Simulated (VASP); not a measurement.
# CaS (Oldhamite) (Fm-3m) in VASP: further runs

Runs on CaS (Oldhamite). Level: LDA. Tasks: single point, relaxation of cell and atoms.

Everything below comes from runs of VASP 6.6.1. Logs are shortened: lines on timing, memory, paths and dates and some standing lists are left out, and cuts for length are marked.

## Step 1: The structure

Symmetry: Fm-3m, No. 225, cubic system. The conventional cell has a = 5.712 Å, b = 5.712 Å, c = 5.712 Å, α = 90.00°, β = 90.00°, γ = 90.00°. Ca (site symmetry m-3m) is surrounded by 6 S at 2.86 Å. Around S (site symmetry m-3m) lie 6 Ca at 2.86 Å.

## Step 2: Single point, LDA (relaxed again under DFT LDA, scalar-relativistic, plane waves, PAW)

INCAR reads:

```
SYSTEM = CaS
ALGO = Normal
EDIFF = 1E-7
ENCUT = 520
GGA = CA
ISIF = 2
ISMEAR = 0
LASPH = .True.
LCHARG = .False.
LREAL = .False.
LWAVE = .False.
NBANDS = 15
NELM = 100
PREC = Accurate
SIGMA = 0.02
```

KPOINTS reads:

```
k-points
0
Gamma
  8 8 8
  0 0 0
```

POSCAR reads:

```
CaS
1.0
    0.0000000000      2.7822621106      2.7822621106
    2.7822621106      0.0000000000      2.7822621106
    2.7822621106      2.7822621106      0.0000000000
Ca S
1 1
Direct
    0.0000000000      0.0000000000      0.0000000000
    0.5000000000      0.5000000000      0.5000000000
```

Potentials or basis: VASP PAW LDA potentials, release 64 (Ca_sv, S).

Started as:

```sh
$ cat potpaw_LDA.64/Ca_sv/POTCAR potpaw_LDA.64/S/POTCAR > POTCAR
$ mpirun -np 1 vasp_std > vasp.out
```

OUTCAR:

```text
SYSTEM = CaS
   EDIFF = 1E-7
   ENCUT = 520
   GGA = CA
   ISIF = 2
   ISMEAR = 0
   LASPH = .True.
   LREAL = .False.
   NELM = 100
   PREC = Accurate

 ion  position               nearest neighbor table
   1  0.000  0.000  0.000-   2 2.78   2 2.78   2 2.78   2 2.78   2 2.78   2 2.78
   2  0.500  0.500  0.500-   1 2.78   1 2.78   1 2.78   1 2.78   1 2.78   1 2.78

  LATTYP: Found a face centered cubic cell.
 ALAT       =     5.5645242212

  Lattice vectors:

 A1 = (   0.0000000000,   2.7822621106,   2.7822621106)
 A2 = (   2.7822621106,   0.0000000000,   2.7822621106)
 A3 = (   2.7822621106,   2.7822621106,   0.0000000000)

Analysis of symmetry for initial positions (statically):
=====================================================================
 Subroutine PRICEL returns:
 Original cell was already a primitive cell.

 Routine SETGRP: Setting up the symmetry group for a
 face centered cubic supercell.

 Subroutine GETGRP returns: Found 48 space group operations
 (whereof 48 operations were pure point group operations)
 out of a pool of 48 trial point group operations.

The static configuration has the point symmetry O_h .

Analysis of symmetry for dynamics (positions and initial velocities):
=====================================================================
 Subroutine PRICEL returns:
 Original cell was already a primitive cell.

 Routine SETGRP: Setting up the symmetry group for a
 face centered cubic supercell.

 Subroutine GETGRP returns: Found 48 space group operations
 (whereof 48 operations were pure point group operations)
 out of a pool of 48 trial point group operations.

The dynamic configuration has the point symmetry O_h .

 Subroutine INISYM returns: Found 48 space group operations
 (whereof 48 operations are pure point group operations),
 and found     1 'primitive' translations

----------------------------------------------------------------------------------------

                                     Primitive cell

  volume of cell :      43.0749

  direct lattice vectors                    reciprocal lattice vectors
     0.000000000  2.782262111  2.782262111    -0.179709884  0.179709884  0.179709884
     2.782262111  0.000000000  2.782262111     0.179709884 -0.179709884  0.179709884
     2.782262111  2.782262111  0.000000000     0.179709884  0.179709884 -0.179709884

  length of vectors
     3.934712811  3.934712811  3.934712811     0.311266649  0.311266649  0.311266649

  position of ions in fractional coordinates (direct lattice)
     0.000000000  0.000000000  0.000000000
     0.500000000  0.500000000  0.500000000

  ion indices of the primitive-cell ions
   primitive index   ion index
                 1           1
                 2           2

----------------------------------------------------------------------------------------

 KPOINTS: k-points

Automatic generation of k-mesh.
 Grid dimensions read from file:
 generate k-points for:    8    8    8

 Generating k-lattice:

  Cartesian coordinates                     Fractional coordinates (reciprocal lattice)
    -0.022463735  0.022463735  0.022463735     0.125000000  0.000000000  0.000000000
     0.022463735 -0.022463735  0.022463735     0.000000000  0.125000000  0.000000000
     0.022463735  0.022463735 -0.022463735     0.000000000  0.000000000  0.125000000

  Length of vectors
     0.038908331  0.038908331  0.038908331

  Shift w.r.t. Gamma in fractional coordinates (k-lattice)
     0.000000000  0.000000000  0.000000000

 Subroutine IBZKPT returns following result:
 ===========================================

 Found     29 irreducible k-points:

 Following reciprocal coordinates:
            Coordinates               Weight
  0.000000  0.000000  0.000000      1.000000
  0.125000  0.000000  0.000000      8.000000
  0.250000  0.000000  0.000000      8.000000
  0.375000  0.000000  0.000000      8.000000
  0.500000  0.000000  0.000000      4.000000
  0.125000  0.125000  0.000000      6.000000
[... 16 lines left out ...]
  0.500000  0.250000  0.125000     48.000000
 -0.375000  0.250000  0.125000     24.000000
 [... further k-points ...]
   k-points           NKPTS =     29   k-points in BZ     NKDIM =     29   number of bands    NBANDS=     15
   number of dos      NEDOS =    301   number of ions     NIONS =      2
   total plane-waves  NPLWV =  27000
   dimension x,y,z NGX =    30 NGY =   30 NGZ =   30
   dimension x,y,z NGXF=    60 NGYF=   60 NGZF=   60
   ions per type =               1   1
   NGX,Y,Z   is equivalent  to a cutoff of  12.68, 12.68, 12.68 a.u.
   NGXF,Y,Z  is equivalent  to a cutoff of  25.35, 25.35, 25.35 a.u.
 SYSTEM =  CaS
   PREC   = accura    normal or accurate (medium, high low for compatibility)
   ISTART =      0    job   : 0-new  1-cont  2-samecut
   ICHARG =      2    charge: 1-file 2-atom 10-const
   ISPIN  =      1    spin polarized calculation?
   LNONCOLLINEAR =      F non collinear calculations
   LSORBIT =      F    spin-orbit coupling
   LASPH  =      T    aspherical Exc in radial PAW
   ENCUT  =  520.0 eV  38.22 Ry    6.18 a.u.   7.32  7.32  7.32*2*pi/ulx,y,z
   NELM   =    100;   NELMIN=  2; NELMDL= -5     # of ELM steps
   EDIFF  = 0.1E-06   stopping-criterion for ELM
   LREAL  =      F    real-space projection
   EDIFFG = 0.1E-05   stopping-criterion for IOM
   NSW    =      0    number of steps for IOM
   IBRION =     -1    ionic relax: 0-MD 1-quasi-New 2-CG
   NFREE  =      0    steps in history (QN), initial steepest desc. (CG)
   ISIF   =      2    stress and relaxation
   ISYM   =      2    0-nonsym 1-usesym 2-fastsym
   POTIM  = 0.5000    time-step for ionic-motion
   TEBEG  =    0.0;   TEEND  =   0.0 temperature during run
   PSTRESS=    0.0 pullay stress
   NELECT =      16.0000    total number of electrons
   NUPDOWN=      -1.0000    fix difference up-down
   EMIN   =  10.00;   EMAX   =-10.00  energy-range for DOS
   EFERMI =   0.00;   METHOD = LEGACY
   ISMEAR =     0;   SIGMA  =   0.02  broadening in eV -4-tet -1-fermi 0-gaus
   EFERMI_NEDOS =   21; number of points for ismear=-14 and -15
   IALGO  =     38    algorithm
   IMIX   =      4    mixing-type and parameters
     AMIX     =   0.40;   BMIX     =  1.00
     AMIX_MAG =   1.60;   BMIX_MAG =  1.00
  volume/ion in A,a.u.               =      21.54       145.34
  Fermi-wavevector in a.u.,A,eV,Ry     =   1.176811  2.223851 18.842498  1.384885
  Thomas-Fermi vector in A             =   2.313169
   LORBIT       =      0    0 simple, 1 ext, 2 COOP (PROOUT), +10 PAW based schemes
   GGA     = CA    functional components
   LHFCALC =     F    Hartree Fock is set to
   AEXX    =    0.0000 exact exchange contribution
   IVDW    =     0    specifies the selected vdW correction
   LEPSILON=     F    determine dielectric tensor
   LRPA    =     F    only Hartree local field effects (RPA)
 non-spin polarized calculation
 Gauss-broadening in eV      SIGMA  =   0.02
  energy-cutoff  :      520.00
  volume of cell :       43.07
 maximum number of plane-waves:      1211
 NGX is ok and might be reduce to    30
   NGX = 15   NGY = 15   NGZ = 15

 number of electron      15.9999997 magnetization

 Free energy of the ion-electron system (eV)
  ---------------------------------------------------
  ext. energy  EPLUGINS =         0.00000000
  ---------------------------------------------------
  free energy    TOTEN  =       -11.43353905 eV

  energy without entropy =      -11.43353905  energy(sigma->0) =      -11.43353905

 E-fermi :   3.2046     XC(G=0):  -9.9974

 val. band max:        3.0805130551   @ k =   0.0000   0.0000   0.0000
 cond. band min:       5.0432157071   @ k =   0.5000   0.5000   0.0000
 fundamental gap:      1.9627026520
 Fermi energy:         3.2045519181

 k-point     1 :       0.0000    0.0000    0.0000
  band No.  band energies     occupation
      1     -35.4344      2.00000
      2     -16.7212      2.00000
      3     -16.7212      2.00000
      4     -16.7212      2.00000
      5      -8.4526      2.00000
      6       3.0805      2.00000
      7       3.0805      2.00000
      8       3.0805      2.00000
      9       7.0139      0.00000
     10       7.0139      0.00000
     11       7.0139      0.00000
     12       7.4143      0.00000
     13       7.7195      0.00000
     14       7.7195      0.00000
     15      13.8664      0.00000

 k-point     2 :       0.1250    0.0000    0.0000
  band No.  band energies     occupation
      1     -35.4317      2.00000
      2     -16.7584      2.00000
      3     -16.7238      2.00000
      4     -16.7238      2.00000
      5      -8.3201      2.00000
      6       2.3451      2.00000
      7       2.8076      2.00000
      8       2.8076      2.00000
      9       7.0583      0.00000
     10       7.2687      0.00000
     11       7.2687      0.00000
     12       8.1907      0.00000
     13       8.1907      0.00000
     14       8.1988      0.00000
     15      14.1583      0.00000

 k-point     3 :       0.2500    0.0000    0.0000
  band No.  band energies     occupation
      1     -35.4253      2.00000
      2     -16.8462      2.00000
      3     -16.7302      2.00000
      4     -16.7302      2.00000
      5      -7.9829      2.00000
      6       1.0602      2.00000
      7       2.2880      2.00000
      8       2.2880      2.00000
      9       7.2101      0.00000
     10       7.9110      0.00000
     11       7.9110      0.00000
     12       9.3414      0.00000
     13       9.3414      0.00000
     14       9.5910      0.00000
     15      13.7141      0.00000

 k-point     4 :       0.3750    0.0000    0.0000
  band No.  band energies     occupation
      1     -35.4189      2.00000
      2     -16.9308      2.00000
      3     -16.7366      2.00000
      4     -16.7366      2.00000
      5      -7.6129      2.00000
      6       0.0382      2.00000
      7       1.8797      2.00000
      8       1.8797      2.00000
      9       7.6900      0.00000
     10       8.7750      0.00000
     11       8.7750      0.00000
     12       9.8165      0.00000
     13      10.6438      0.00000
     14      10.6438      0.00000
     15      13.1586      0.00000
[... 307 lines left out ...]
 k-point    22 :       0.3750    0.2500    0.1250
  band No.  band energies     occupation
      1     -35.4207      2.00000
      2     -16.8596      2.00000
      3     -16.7684      2.00000
      4     -16.7410      2.00000
      5      -7.8295      2.00000
      6       0.6973      2.00000
      7       2.0959      2.00000
      8       2.1207      2.00000
      9       6.6469      0.00000
     10       8.3930      0.00000
     11       8.7676      0.00000
     12       8.9738      0.00000
     13       9.6151      0.00000
     14      11.4208      0.00000
     15      13.0019      0.00000

 k-point    23 :       0.5000    0.2500    0.1250
  band No.  band energies     occupation
      1     -35.4156      2.00000
      2     -16.9013      2.00000
      3     -16.7873      2.00000
      4     -16.7514      2.00000
      5      -7.6067      2.00000
      6       0.3123      2.00000
      7       1.6047      2.00000
      8       1.8459      2.00000
      9       7.2198      0.00000
     10       8.9806      0.00000
     11       9.2599      0.00000
     12       9.4169      0.00000
     13      10.1213      0.00000
     14      11.7875      0.00000
     15      12.1383      0.00000

 k-point    24 :      -0.3750    0.2500    0.1250
  band No.  band energies     occupation
      1     -35.4135      2.00000
      2     -16.9192      2.00000
      3     -16.7918      2.00000
      4     -16.7581      2.00000
      5      -7.5112      2.00000
      6       0.1673      2.00000
      7       1.4000      2.00000
      8       1.7453      2.00000
      9       7.9680      0.00000
     10       8.3074      0.00000
     11       9.5798      0.00000
     12       9.9947      0.00000
     13      10.2782      0.00000
     14      11.2544      0.00000
     15      12.7427      0.00000

 [... further k-points ...]

------------------------ aborting loop because EDIFF is reached ----------------------------------------

  FORCE on cell =-STRESS in cart. coord.  units (eV):
  Direction    XX          YY          ZZ          XY          YZ          ZX
  --------------------------------------------------------------------------------------
  -------------------------------------------------------------------------------------
  Total        0.0665126      0.0665126      0.0665126      0.0000000      0.0000000      0.0000000
  in kB        2.4739479      2.4739479      2.4739479      0.0000000      0.0000000      0.0000000
  external PRESSURE =       2.4739479 kB  Pullay stress =       0.0000000 kB

 VOLUME and BASIS-vectors are now :
 -----------------------------------------------------------------------------
  energy-cutoff  :      520.00
  volume of cell :       43.07
      direct lattice vectors                 reciprocal lattice vectors
     0.000000000  2.782262111  2.782262111    -0.179709884  0.179709884  0.179709884
     2.782262111  0.000000000  2.782262111     0.179709884 -0.179709884  0.179709884
     2.782262111  2.782262111  0.000000000     0.179709884  0.179709884 -0.179709884

 POSITION                                       TOTAL-FORCE (eV/Angst)
 -----------------------------------------------------------------------------------
      0.00000      0.00000      0.00000        -0.000000     -0.000000     -0.000000
      2.78226      2.78226      2.78226         0.000000      0.000000      0.000000
 -----------------------------------------------------------------------------------
    total drift:                               -0.000000      0.000000      0.000000

  FREE ENERGIE OF THE ION-ELECTRON SYSTEM (eV)
  ---------------------------------------------------
  free  energy   TOTEN  =       -11.4335390516 eV

  energy  without entropy=      -11.4335390516  energy(sigma->0) =      -11.43353905
```

It took 16 s on 1 thread of Intel Xeon Platinum 8259CL at 2.50GHz (Skylake/Cascade Lake), shared host; peak memory 0.15 GiB.

Results:

| Property | Result |
| --- | --- |
| Free energy | -11.4335 eV |
| Pressure | 0.2 GPa |
| Band gap on the k mesh | 1.96 eV, indirect (least direct gap 2.83 eV) |

## Step 3: Relaxation of cell and atoms, LDA

INCAR reads:

```
SYSTEM = CaS
PREC = Accurate
ENCUT = 600
EDIFF = 1E-7
ISMEAR = 0
SIGMA = 0.02
LREAL = .FALSE.
LASPH = .TRUE.
NELM = 80
ALGO = Normal
ISIF = 3
LWAVE = .FALSE.
LCHARG = .FALSE.
IBRION = 2
NSW = 70
EDIFFG = -0.005
```

KPOINTS reads:

```
Automatic mesh
0
G
  8 8 8
  0 0 0
```

POSCAR reads:

```
CaS
1.0
    0.0000000000      2.8560320322      2.8560320322
    2.8560320322      0.0000000000      2.8560320322
    2.8560320322      2.8560320322      0.0000000000
Ca S
1 1
Direct
    0.0000000000      0.0000000000      0.0000000000
    0.5000000000      0.5000000000      0.5000000000
```

Potentials or basis: VASP PAW LDA potentials, release 64 (Ca_sv, S).

Started as:

```sh
$ cat potpaw_LDA.64/Ca_sv/POTCAR potpaw_LDA.64/S/POTCAR > POTCAR
$ mpirun -np 1 vasp_std > vasp.out
```

Wall time 30 s (1 thread of Intel Xeon Platinum 8259CL at 2.50GHz (Skylake/Cascade Lake), shared host); peak memory 0.18 GiB.

The run converged. Its results:

- Free energy: -11.4344 eV
- Relaxed volume: 21.63 Å³/atom
- Relaxed cell: a = 3.940 Å, b = 3.940 Å, c = 3.940 Å, α = 60.00°, β = 60.00°, γ = 60.00°
- Space group after relaxing (to 0.05 Å): Fm-3m (No. 225)
- Energy gained by relaxing: 23.8 meV/atom
- Ionic steps: 3
- Pressure after relaxing: 0.0 GPa
- Band gap on the k mesh: 1.97 eV, indirect (least direct gap 2.84 eV)

Step by step:
| step | energy change (eV) | largest force (eV/Å) | pressure (GPa) | volume (Å³) |
| --- | --- | --- | --- | --- |
| 1 | 0.0000 | 0.0000 | -4.29 | 46.59 |
| 2 | -0.0447 | 0.0000 | 1.23 | 42.51 |
| 3 | -0.0476 | 0.0000 | 0.01 | 43.26 |

Final structure:
```
CELL_PARAMETERS angstrom
0.00000 2.78615 2.78615
2.78615 0.00000 2.78615
2.78615 2.78615 0.00000
ATOMIC_POSITIONS crystal
Ca 0.00000 0.00000 0.00000
S 0.50000 0.50000 0.50000
```

Levels at points of the mesh, in eV from the valence-band top:
```csv
k point,band 4,band 5,band 6,band 7,band 8,band 9,band 10,band 11,band 12
"(0.00, 0.00, 0.00)",-19.81,-11.52,0.00,0.00,0.00,3.94,3.94,3.94,4.31
"(0.50, 0.00, 0.00)",-19.83,-10.52,-3.42,-1.34,-1.34,5.15,6.10,6.21,6.21
"(0.50, 0.50, 0.00)",-19.88,-10.81,-2.45,-0.87,-0.87,1.97,5.58,6.10,6.88
```

A k mesh can miss the band edges. LDA usually gives volumes a few per cent too small.
